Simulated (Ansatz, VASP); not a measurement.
## Two plane-wave programs on Y

Contents of INCAR:

```
SYSTEM = Y
PREC = Accurate
ENCUT = 520
EDIFF = 1E-6
ISMEAR = -1
SIGMA = 0.1
LREAL = .False.
LASPH = .True.
NELM = 60
ALGO = Normal
ISIF = 2
LWAVE = .False.
LCHARG = .False.
GGA = B5
ALDAX = 1.0
AGGAX = 1.0
AGGAC = 1.0
ALDAC = 0.0
NBANDS = 12
```

File KPOINTS:

```
regular mesh
0
Gamma
  12 12 12
  0 0 0
```

POSCAR

```
Y
1.0
    0.0000000000      2.5232357103      2.5232357103
    2.5232357103      0.0000000000      2.5232357103
    2.5232357103      2.5232357103      0.0000000000
Y
1
Direct
    0.0000000000      0.0000000000      0.0000000000
```

Input for Ansatz:

```yaml
crystal:
  lattice:
    - [0.0, 2.5232357103, 2.5232357103]
    - [2.5232357103, 0.0, 2.5232357103]
    - [2.5232357103, 2.5232357103, 0.0]
  atoms:
    - { symbol: "Y", position: [0.0, 0.0, 0.0] }
hamiltonian:
  xc: blyp
  pseudopotentials:
    kind: paw
    azcp:
      "Y": "pseudopotentials/Y.paw.azcp"
basis:
  ecutwfc: 420
  fft_grid_basis: typed
kpoints:
  mp_grid: { grid: [12, 12, 12], shift: [0, 0, 0] }
magnetization:
  spin_polarized: false
scf:
  occupations: { method: fermi_dirac, width: 0.1 }
  lower_state_search: "off"
output:
  stress: true
```

Alike in both runs: task single point; functional BLYP; k mesh 12 × 12 × 12; occupations fermi-dirac, width 0.1 eV; no spin polarisation.

|  | VASP | Ansatz |
| --- | --- | --- |
| version | VASP 6.6.1 | Ansatz 0.2.0 |
| potentials or method | VASP PAW PBE potentials, release 64 (Y_sv) | plane waves (420 eV) with PAW, scalar-relativistic |
| plane-wave cutoff (eV) | 520 | 420 |
| valence electrons in the cell | 11 | 11 |

```tsv
	VASP	Ansatz	Ansatz less VASP
pressure (GPa)	1.5	1.6	+0.10
```

With one functional, cell and mesh, what is left measures potentials, basis and numerics.

Caveats: the PAW data sets were made with another functional, which shifts forces and pressure a little (VASP).
